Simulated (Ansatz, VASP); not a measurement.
**Au in VASP and in Ansatz**

File INCAR:

```
PREC     = Accurate       # precision mode
ENCUT    = 520            # plane-wave cutoff, eV
EDIFF    = 1E-6           # SCF threshold, eV
ISMEAR   = -1             # smearing method
SIGMA    = 0.05           # smearing width, eV
LREAL    = False          # projectors in reciprocal space
LASPH    = True           # aspherical terms in the spheres
NELM     = 100            # most SCF steps
ALGO     = Normal         # electronic algorithm
ISIF     = 2              # what is computed and relaxed
LWAVE    = False          # write WAVECAR
LCHARG   = False          # write CHGCAR
GGA      = PS             # functional
IVDW     = 12             # dispersion correction
NBANDS   = 12             # bands
```

The input KPOINTS:

```
regular mesh
0
Gamma
  11 11 11
```

Contents of POSCAR:

```
Au
1.0
    0.0000000000      2.0074966285      2.0074966285
    2.0074966285      0.0000000000      2.0074966285
    2.0074966285      2.0074966285      0.0000000000
Au
1
Direct
    0.0000000000      0.0000000000      0.0000000000
```

input.yaml

```yaml
crystal:
  lattice:
    - [0.0, 2.0074966285, 2.0074966285]
    - [2.0074966285, 0.0, 2.0074966285]
    - [2.0074966285, 2.0074966285, 0.0]
  atoms:
    - { symbol: Au, position: [0.0, 0.0, 0.0] }
hamiltonian:
  xc: pbesol
  pseudopotentials: { kind: paw }
  dispersion: d3bj
kpoints:
  mp_grid: { grid: [11, 11, 11] }
scf:
  occupations: { method: fermi_dirac, width: 0.05 }
output:
  forces: true
  stress: true
  eigenvalues: true
  write_density: true
  write_potential: true
  elf: true
  volumetric_format: npy
```

Alike in both runs: task single point; functional PBEsol; dispersion D3(BJ); k mesh 11 × 11 × 11; occupations fermi-dirac, width 0.05 eV; no spin polarisation.

|  | VASP | Ansatz |
| --- | --- | --- |
| version | VASP 6.6.1 | Ansatz 0.2.0 |
| potentials or method | VASP PAW PBE potentials, release 64 (Au) | Ansatz PAW |
| plane-wave cutoff (eV) | 520 | 420 |
| valence electrons in the cell | 11 | 19 |

|  | VASP | Ansatz | Ansatz less VASP |
| --- | --- | --- | --- |
| gap on the k mesh at the Fermi level (eV) | none | none | - |
| pressure (GPa) | 3.1 | 3.4 | +0.34 |
| dispersion energy (meV/atom) | -665.8 | -666.0 | -0.19 |

A gap of «none» marks a metal or a gap that the smearing closes. The two sets of potentials don't hold the same shells in valence.

Caveats: pairwise dispersion overbinds metals, which lowers pressure and volume; the PAW data sets were made with another functional, which shifts forces and pressure a little (VASP); the PAW data sets come from PBE, with cores solved anew for the run's functional, which leaves a small shift of forces and pressure (Ansatz). Spin-orbit coupling is left out, which matters for the levels of Au.
